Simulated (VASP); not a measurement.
The system is Si.

```
CELL_PARAMETERS angstrom
0.00000 2.72185 2.72185
2.72185 0.00000 2.72185
2.72185 2.72185 0.00000
ATOMIC_POSITIONS crystal
Si 0.50000 0.50000 0.50000
Si 0.75000 0.75000 0.75000
```

Program: VASP 6.6.1. Alike in all runs: task band structure; potentials or basis VASP PAW PBE potentials, release 64 (Si); no spin polarisation; cell as given; k mesh 4 × 4 × 4; cutoff (eV) 520; smearing fermi-dirac 0.05 eV; the mesh is coarse, so values aren't converged.

Order these runs on this cell by their pressure, lowest first.
A. level TPSSh
B. level HF
C. level SCAN0

C (-1.3 GPa), A (0.4 GPa), B (2.8 GPa).

Caveats: all runs use coarse meshes; an unscreened hybrid on a path of extra k points without a Coulomb cutoff has errors near the mesh points, so the bands along the path aren't reliable; the PAW data sets were made with another functional, which shifts forces and pressure a little.

Runs at the PBE level aren't shown here.
